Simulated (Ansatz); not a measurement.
An Ansatz input:

```yaml
crystal:
  lattice:
    - [0.0, 2.3556547913, 2.3556547913]
    - [2.3556547913, 0.0, 2.3556547913]
    - [2.3556547913, 2.3556547913, 0.0]
  atoms:
    - { symbol: In, position: [0.0, 0.0, 0.0] }
hamiltonian:
  xc: pbe
  pseudopotentials:
    kind: paw
    azcp:
      In: "pseudopotentials/In.paw.azcp"
basis:
  ecutwfc: 420
  fft_grid_basis: typed
kpoints:
  mp_grid: { grid: [12, 12, 12], shift: [0, 0, 0] }
magnetization:
  spin_polarized: false
scf:
  occupations: { method: fermi_dirac, width: 0.1 }
relax:
  max_steps: 60
  f_tol: 0.01
  cell: {}
```

Output

```
Engine: ansatz 0.2.0, x86_64-unknown-linux-gnu
Pseudopotentials: kind: paw
Pseudopotential: In, paw, valence charge 13, recommended cutoff 420 eV (normal) 
Functional definition: PBE
  parameter kappa = 0.804
  parameter beta = 0.06672455060314922
  exchange = pbe_x(kappa = kappa, mu = beta*pi^2/3)
  correlation = pbe_c(beta = beta)
Crystal: 1 atoms, lattice volume = 26.144 Å³
Basis set: ecut = 420 eV, 531 PW (Γ), exchange–correlation on 48×48×48 points (8 copies of the dense FFT grid, shifted against one another)
Bands: 11, of which v1, the nominal top of the filled ones, is band 7 counted from 1 (6 counted from 0)
Symmetry: 48 space group operations
Space group: Fm-3m (ITA 225), of the structure as read, at distance tolerance 3.0e-5 Å
k-points: 72 of 1728
Non-local potential: In, projectors of the file, l = 0: 2, l = 1: 2, l = 2: 2, l = 3: 2
PAW form: soft (Blöchl's): semilocal exchange-correlation on the pseudo side does not see the compensation charge
PAW one-centre angular grid: In, 590 points (default); XC on 64 Gauss nodes
Initial density: superposition of atomic densities (neutral atoms: chi_scale 0, normalization atom), corrected by the library's trained network
Initial wavefunctions: pseudopotential atomic-orbital guess
Functional: x = pbe(κ = 0.804, μ = 0.2195149727645171), c = pbe(β = 0.06672455060314922)
SCF iter   1: F=—  HF=-5597.844942 eV  |F-HF|=—  |Δ(HF+E_count)|=         —  Δρ=1.15e-3  dr2=2.54e-4  ethr=1.77e-3  ⟨swp⟩=4.9  Hψ=4658  notcnv=0
SCF iter   2: F=—  HF=-5597.844518 eV  |F-HF|=—  |Δ(HF+E_count)|=   4.23e-4  Δρ=6.49e-4  dr2=1.19e-4  ethr=1.96e-6  ⟨swp⟩=2.1  Hψ=1739  notcnv=0
SCF iter   3: F=—  HF=-5597.844553 eV  |F-HF|=—  |Δ(HF+E_count)|=   3.46e-5  Δρ=5.57e-4  dr2=5.39e-5  ethr=9.17e-7  ⟨swp⟩=2.0  Hψ=1239  notcnv=0
SCF iter   4: F=—  HF=-5597.844524 eV  |F-HF|=—  |Δ(HF+E_count)|=   2.84e-5  Δρ=1.59e-4  dr2=4.21e-6  ethr=4.15e-7  ⟨swp⟩=2.4  Hψ=1271  notcnv=0
SCF iter   5: F=—  HF=-5597.844524 eV  |F-HF|=—  |Δ(HF+E_count)|=   3.88e-7  Δρ=1.50e-4  dr2=3.60e-6  ethr=3.24e-8  ⟨swp⟩=2.0  Hψ=1240  notcnv=0
SCF iter   6: F=—  HF=-5597.844522 eV  |F-HF|=—  |Δ(HF+E_count)|=   1.57e-6  Δρ=7.64e-5  dr2=9.10e-7  ethr=2.77e-8  ⟨swp⟩=2.0  Hψ=1144  notcnv=0
SCF iter   7: F=-5597.844522 eV  HF=-5597.844522 eV  |F-HF|=6.51e-8  |Δ(HF+E_count)|=   5.17e-7  Δρ=1.85e-5  dr2=5.33e-8  ethr=7.69e-10  ⟨swp⟩=3.7  Hψ=2901  notcnv=0
SCF 1 converged in 7 iterations: F = -5597.844522 eV  dr2 = 5.33e-8
relax step   1: F+E_penalty+E_count = -5597.84452190 eV  Δ(F+E_penalty+E_count) = +0.000e0 eV  max|allowed force component| = 0.000e0 eV/Å  Δτ_max = 0.0000 Å  P = +1.979 GPa  Ω = 26.144 Å³  (7 SCF iters, dr2 threshold 1.00e-7 eV, accepted)
Crystal: 1 atoms, lattice volume = 27.282 Å³
Initial density: handed on by an earlier stage of this run
Initial wavefunctions: those handed on with the density
iter 1 solved again at ethr=1.58e-6 eV; its pass at ethr=3.10e-3 eV (dr2=2.06e-4 eV) is discarded
SCF iter   1: F=—  HF=-5597.851916 eV  |F-HF|=—  |Δ(HF+E_count)|=         —  Δρ=8.32e-4  dr2=2.37e-4  ethr=1.58e-6  ⟨swp⟩=2.4  Hψ=7064  notcnv=0
SCF iter   2: F=—  HF=-5597.851856 eV  |F-HF|=—  |Δ(HF+E_count)|=   6.08e-5  Δρ=4.82e-4  dr2=3.45e-5  ethr=1.58e-6  ⟨swp⟩=2.6  Hψ=1340  notcnv=0
SCF iter   3: F=—  HF=-5597.851854 eV  |F-HF|=—  |Δ(HF+E_count)|=   1.38e-6  Δρ=1.17e-4  dr2=3.01e-6  ethr=2.66e-7  ⟨swp⟩=1.0  Hψ=792  notcnv=0
SCF iter   4: F=-5597.851854 eV  HF=-5597.851854 eV  |F-HF|=3.11e-9  |Δ(HF+E_count)|=   2.05e-7  Δρ=7.25e-6  dr2=1.14e-8  ethr=7.69e-10  ⟨swp⟩=3.7  Hψ=3098  notcnv=0
SCF 2 converged in 4 iterations: F = -5597.851854 eV  dr2 = 1.14e-8
relax step   2: F+E_penalty+E_count = -5597.85185443 eV  Δ(F+E_penalty+E_count) = -7.333e-3 eV  max|allowed force component| = 0.000e0 eV/Å  Δτ_max = 0.0000 Å  P = +0.245 GPa  Ω = 27.282 Å³  energy of the carried Pulay correction = -3.010e-4 eV  (4 SCF iters, dr2 threshold 1.00e-7 eV, accepted)
Crystal: 1 atoms, lattice volume = 27.451 Å³
Basis set: ecut = 420 eV, 537 PW (Γ), exchange–correlation on 48×48×48 points (8 copies of the dense FFT grid, shifted against one another)
iter 1 solved again at ethr=1.90e-8 eV; its pass at ethr=3.10e-3 eV (dr2=2.48e-6 eV) is discarded
SCF iter   1: F=—  HF=-5597.851954 eV  |F-HF|=—  |Δ(HF+E_count)|=         —  Δρ=1.16e-4  dr2=4.61e-6  ethr=1.90e-8  ⟨swp⟩=3.2  Hψ=6560  notcnv=0
SCF iter   2: F=—  HF=-5597.851953 eV  |F-HF|=—  |Δ(HF+E_count)|=   9.46e-7  Δρ=6.84e-5  dr2=7.06e-7  ethr=1.90e-8  ⟨swp⟩=2.0  Hψ=1239  notcnv=0
SCF iter   3: F=-5597.851953 eV  HF=-5597.851953 eV  |F-HF|=2.33e-9  |Δ(HF+E_count)|=   5.38e-8  Δρ=1.66e-5  dr2=6.12e-8  ethr=7.69e-10  ⟨swp⟩=3.4  Hψ=2486  notcnv=0
SCF 3 converged in 3 iterations: F = -5597.851953 eV  dr2 = 6.12e-8
relax step   3: F+E_penalty+E_count = -5597.85195308 eV  Δ(F+E_penalty+E_count) = -9.865e-5 eV  max|allowed force component| = 0.000e0 eV/Å  Δτ_max = 0.0000 Å  P = +0.024 GPa  Ω = 27.451 Å³  energy of the carried Pulay correction = -3.440e-4 eV  (3 SCF iters, dr2 threshold 1.00e-7 eV, accepted)
Initial wavefunctions: pseudopotential atomic-orbital guess (no wavefunctions were taken with the density)
iter 1 solved again at ethr=5.20e-8 eV; its pass at ethr=3.10e-3 eV (dr2=6.75e-6 eV) is discarded
SCF iter   1: F=—  HF=-5597.852277 eV  |F-HF|=—  |Δ(HF+E_count)|=         —  Δρ=9.59e-5  dr2=5.60e-7  ethr=5.20e-8  ⟨swp⟩=3.6  Hψ=7073  notcnv=0
SCF iter   2: F=—  HF=-5597.852276 eV  |F-HF|=—  |Δ(HF+E_count)|=   7.14e-7  Δρ=4.07e-5  dr2=1.08e-7  ethr=4.31e-9  ⟨swp⟩=2.0  Hψ=1148  notcnv=0
SCF iter   3: F=—  HF=-5597.852276 eV  |F-HF|=—  |Δ(HF+E_count)|=   8.54e-8  Δρ=8.57e-6  dr2=4.49e-9  ethr=8.33e-10  ⟨swp⟩=2.1  Hψ=941  notcnv=0
SCF iter   4: F=—  HF=-5597.852276 eV  |F-HF|=—  |Δ(HF+E_count)|=   4.09e-9  Δρ=1.15e-6  dr2=1.03e-10  ethr=3.45e-11  ⟨swp⟩=2.0  Hψ=1236  notcnv=0
SCF iter   5: F=-5597.852276 eV  HF=-5597.852276 eV  |F-HF|=9.09e-13  |Δ(HF+E_count)|=  2.28e-10  Δρ=5.70e-8  dr2=4.70e-13  ethr=1.00e-12  ⟨swp⟩=5.8  Hψ=2775  notcnv=0
SCF 4 converged in 5 iterations: F = -5597.852276 eV  dr2 = 4.70e-13
relax step   4: F+E_penalty+E_count = -5597.85227613 eV  Δ(F+E_penalty+E_count) = -3.230e-4 eV  max|allowed force component| = 0.000e0 eV/Å  Δτ_max = 0.0000 Å  P = +0.018 GPa  Ω = 27.451 Å³  stress off target by 1.76e-2 GPa  SCF on the basis re-selected at this cell (its energy is not comparable with the rows above)  (5 SCF iters)
basis re-selected at this cell: Δ(F+E_penalty+E_count) = -3.230e-4 eV, ΔP = -0.007 GPa vs the last step (what re-selecting the basis moved, of the pressure what is left beyond the Pulay correction that the steps carried, after the strain that the cell walked since its last selection, with what the two solves' SCF thresholds leave and, on support functions, any second-order correction that the steps lacked; it is no measure of the basis error at this ecutwfc). This SCF's stress stands 1.76e-2 GPa from its target on what of the cell is left free (relax.cell.stress_tol is 5.00e-2 GPa) and its largest allowed force component is 0.00e0 eV/Å (relax.f_tol is 1.00e-2 eV/Å): within both
SCF converged after 5 iterations
Free energy (F): -5597.852276 eV
Harris-Foulkes:  -5597.852276 eV  (|F-HF|=9.09e-13)
Internal energy: -5597.835563 eV  (E = F + TS)
E sigma→0 (E₀):  -5597.843919 eV
Entropy (-TS):   -0.016713 eV (-16.713 meV/atom)
Fermi energy:    9.583837 eV
--- Per-component energies (eV) ---
  E_band       = -31.313807
  E_kinetic    = 240.850979
  E_local      = -1104.046107  (includes V_loc(G=0)·N_el)
  E_nonlocal   = 366.044052
  E_hartree    = 432.156611
  E_xc         = -215.804226
  E_vxc        = -99.700937  (∫ρ·V_xc dr)
  E_paw        = -4152.026274  (= ΣΔE_a)
  E_vpaw       = -298.775014  (= ΣTr[D̂ρ^β])
  E_aug_tail   = 0.000025  (compensation charges beyond the density's cutoff)
  E_ewald      = -1165.010623
  E_smearing   = -0.016713  (= −TS)
  E_closure    = -0.000000  (closes the sum)
  Σ components = -5597.852276   (vs F -5597.852276, Δ=0.00e0)
--- Forces (eV/Å), atoms counted from 1 ---
  atom   1  In    -0.00000000    -0.00000000    -0.00000000
  max |Σ_I F_I| component: 1.31e-31 eV/Å
--- Stress (GPa, compression-positive) ---
        0.017625       0.000000       0.000000
        0.000000       0.017625       0.000000
        0.000000       0.000000       0.017625
  P = ⅓ Tr σ = 0.0176 GPa (0.176 kbar)
--- Relaxed structure (3 steps of the walk, 3 accepted, 1 SCFs on fresh bases) ---
  F+E_penalty+E_count = -5597.85227613 eV   max|allowed force component| = 0.000e0 eV/Å   (the final SCF, on the basis selected at the relaxed cell)
  cell:  # Å, volume = 27.4508 Å³
    - [-6.114446439474708e-33, 2.3942798089684643, 2.3942798089684643]
    - [2.3942798089684643, -5.6558629565141044e-33, 2.3942798089684643]
    - [2.3942798089684643, 2.3942798089684643, -2.1400562538161475e-33]
  atoms:
    - { symbol: In, position: [0.0, 0.0, 0.0] }
```
